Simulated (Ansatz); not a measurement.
Computed with Ansatz, not measured. Plane-wave DFT: an element X is put into a periodic supercell of the crystal below and the atoms relax. X is one of the candidates, and is told by the neutral defect's formation energy over the elements (uncorrected), its moments where the run had spin, and its relaxed neighbours, eight at most.

```
cell
1.0
    -1.8996    1.8996    4.8489
     1.8996   -1.8996    4.8489
     1.8996    1.8996   -4.8489
Ti O
2 4
Direct
  0.0000 0.0000 0.0000
  0.7500 0.2500 0.5000
  0.9565 0.4565 0.5000
  0.2065 0.2065 0.0000
  0.5435 0.0435 0.5000
  0.7935 0.7935 0.0000
```

| quantity | value |
| --- | --- |
| host atoms in supercell | 30 |
| functional | PBE |
| wave cutoff | 420 eV |
| k mesh | 2, 2, 2 |
| k shift | 0.5, 0.5, 0.5 mesh steps |
| gaussian smearing | 0.02 eV |
| start displacement | 0 angstrom |
| electrons started on | no chosen atoms |
| candidate elements | Li, Mg, P, Se, In, Pb |
| found formation energy | 7.916 eV |
| found largest move from host sites | 0.179 angstrom |

| supercell vector | supercell times a (host cell vectors) | supercell times b (host cell vectors) | supercell times c (host cell vectors) |
| --- | --- | --- | --- |
| A | -1 | 0 | -2 |
| B | 0 | -2 | -1 |
| C | -1 | 1 | 1 |

| change element | change kind | change place a (host cell vectors) | change place b (host cell vectors) | change place c (host cell vectors) |
| --- | --- | --- | --- | --- |
| X | on Ti | -1 | -1 | -1 |

| found neighbour element | found neighbour distance (angstrom) |
| --- | --- |
| O | 2.091 |
| O | 2.091 |
| O | 2.091 |
| O | 2.091 |
| O | 2.167 |
| O | 2.167 |

Problem. Which element is X?

Solution. Pb.

Caveats: the atoms kept the symmetry of the start, so a distorted state could lie lower; the supercell is small.
